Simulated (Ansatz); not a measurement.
The calculation used Ansatz, DFT PBE, scalar-relativistic, plane waves, PAW. All cells share a 420 eV cutoff and Γ-centred k meshes spaced at most about 0.3 Å⁻¹ (about 0.25 or finer for metals, 2π included). Spin is collinear.

Temperature and zero-point effects are left out.

Two forms of Mn3Sn were relaxed alike.

A. (opposed, unequal moments (Mn +3.1, Mn -1.1 μB) on the magnetic atoms, averaged by element; signs in the order of the file + − − 0)

```yaml
crystal:
  lattice:
    - [0.00000, 3.01871, 3.01871]
    - [3.01871, 0.00000, 3.01871]
    - [3.01871, 3.01871, 0.00000]
  atoms:
    - { symbol: Mn, position: [0.50000, 0.50000, 0.50000] }
    - { symbol: Mn, position: [0.75000, 0.75000, 0.75000] }
    - { symbol: Mn, position: [0.25000, 0.25000, 0.25000] }
    - { symbol: Sn, position: [0.00000, 0.00000, 0.00000] }
```

B. (parallel moments up to 2.4 μB)

```yaml
crystal:
  lattice:
    - [0.00000, 3.06640, 3.06640]
    - [3.06640, 0.00000, 3.06640]
    - [3.06640, 3.06640, 0.00000]
  atoms:
    - { symbol: Mn, position: [0.75000, 0.75000, 0.75000] }
    - { symbol: Mn, position: [0.25000, 0.25000, 0.25000] }
    - { symbol: Mn, position: [0.50000, 0.50000, 0.50000] }
    - { symbol: Sn, position: [0.00000, 0.00000, 0.00000] }
```

Question: Which magnetic state is lower, and by how much?

Answer: A is lower, by 91 meV/atom. The two are one arrangement of atoms in two magnetic states, so this is the energy between those states, with the strain that each brings. A has the BiF3 (D0_3) type, space group Fm-3m (No. 225), 13.8 Å³/atom and no gap on its mesh; B has the BiF3 (D0_3) type, space group Fm-3m (No. 225), 14.4 Å³/atom and no gap. The denser one is the lower, and pressure would at first widen the difference. Even the lower one lies +0.18 eV/atom against the reference forms of the elements (uncorrected), so neither is stable at this level. Origin: A and B, each reached from a Materials Project cell.

The magnetic state reached may not be the lowest.
